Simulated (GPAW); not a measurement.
Runs of GPAW 26.7.0 on FeO (Wuestite). Symmetry: Fm-3m, No. 225, cubic system. The conventional cell has a = 4.311 Å, b = 4.311 Å, c = 4.311 Å, α = 90.00°, β = 90.00°, γ = 90.00°. Fe (site symmetry m-3m) has 6 O at 2.16 Å as nearest neighbours. O (site symmetry m-3m) is surrounded by 6 Fe at 2.16 Å. 

| task | level | potentials or basis | U | cell | smearing | band path | band points | optimizer | fmax | max steps | gap on the mesh (eV) | pressure (GPa) | moment (μB) |
| --- | --- | --- | --- | --- | --- | --- | --- | --- | --- | --- | --- | --- | --- |
| single point | PBE | GPAW PAW data sets (gpaw-data 1.2.1), pw | - | as given | gaussian 0.012 eV | - | - | - | - | - | none | 0.8 | 4.00 |
| band structure | PBEsol+U | PAW data sets generated in the run's folder for this functional, pw | Fe d U = 8 eV | as given | fermi-dirac 0.05 eV | GXWKGLUWLK,UX | 100 | - | - | - | - | -2.4 | (a) |
| single point | PBE | GPAW PAW data sets (gpaw-data 1.2.1), pw | - | as given | gaussian 0.014 eV | - | - | - | - | - | none | 0.8 | 4.00 |
| relaxation of cell and atoms | revPBE | the program's PAW data sets (release 1.2.1) made for this functional, pw | - | relaxed | fermi-dirac 0.05 eV | - | - | FIRE | 0.05 eV/Å | 40 | none | 0.4 | 4.00 |

Alike in all rows: spin collinear, ferromagnetic start; k mesh 11 × 11 × 11; cutoff (eV) 800.

Task: Estimate the missing entries.

Result: (a) 4.04.

Caveats: a cell with one magnetic atom can't hold antiferromagnetic order, which such compounds often take; semilocal functionals often make such compounds metallic where correlation or magnetic order opens a gap, which also shifts bond lengths (some runs); each step starts from the last one's moments, so a moment once lost doesn't come back (some runs); later steps reuse the first step's grids (some runs).

A k mesh can miss the band edges.

A gap of «none» marks a metal or a gap under the smearing width.

Not every run made on this cell is shown here.
